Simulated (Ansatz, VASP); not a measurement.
**Two plane-wave programs on KMgF3**

INCAR

```
PREC = Accurate ; ENCUT = 520
EDIFF = 1E-6 ; ISMEAR = 0
SIGMA = 0.1 ; LREAL = F
LASPH = T ; NELM = 100
ALGO = Normal ; ISIF = 2
LWAVE = F ; LCHARG = F
GGA = PE ; NBANDS = 24
```

File KPOINTS:

```
regular mesh
0
Gamma
  4 4 4
```

POSCAR

```
KMgF3
1.0
    3.9859000000      0.0000000000      0.0000000000
    0.0000000000      3.9859000000      0.0000000000
    0.0000000000      0.0000000000      3.9859000000
K Mg F
1 1 3
Direct
    0.5000000000      0.5000000000      0.5000000000
    0.0000000000      0.0000000000      0.0000000000
    0.5000000000      0.0000000000      0.0000000000
    0.0000000000      0.5000000000      0.0000000000
    0.0000000000      0.0000000000      0.5000000000
```

Input for Ansatz:

```yaml
crystal:
  lattice:
    - [3.9859, 0.0, 0.0]
    - [0.0, 3.9859, 0.0]
    - [0.0, 0.0, 3.9859]
  atoms:
    - { symbol: K, position: [0.5, 0.5, 0.5] }
    - { symbol: Mg, position: [0.0, 0.0, 0.0] }
    - { symbol: F, position: [0.5, 0.0, 0.0] }
    - { symbol: F, position: [0.0, 0.5, 0.0] }
    - { symbol: F, position: [0.0, 0.0, 0.5] }
basis:
  ecutwfc: 420
kpoints:
  mp_grid: { grid: [4, 4, 4] }
hamiltonian:
  xc: pbe
scf:
  occupations: { method: gaussian, width: 0.1 }
output:
  forces: true
  stress: true
  eigenvalues: true
```

Alike in both runs: task single point; functional PBE; k mesh 4 × 4 × 4; occupations gaussian, width 0.1 eV; no spin polarisation.

|  | VASP | Ansatz |
| --- | --- | --- |
| version | VASP 6.6.1 | Ansatz 0.2.0 |
| potentials or method | VASP PAW PBE potentials, release 64 (K_sv, Mg, F) | scalar-relativistic, plane waves, PAW |
| plane-wave cutoff (eV) | 520 | 420 |
| valence electrons in the cell | 32 | 40 |

Ansatz gave:

- gap on the k mesh at the Fermi level (eV): 7.33
- least direct gap on the mesh (eV): 7.66
- pressure (GPa): 3.8

Task: What did VASP give for the same quantities?

Result: gap on the k mesh at the Fermi level (eV): 7.30; least direct gap on the mesh (eV): 7.63; pressure (GPa): 3.4.

The two sets of potentials don't hold the same shells in valence.

A k mesh can miss the band edges.
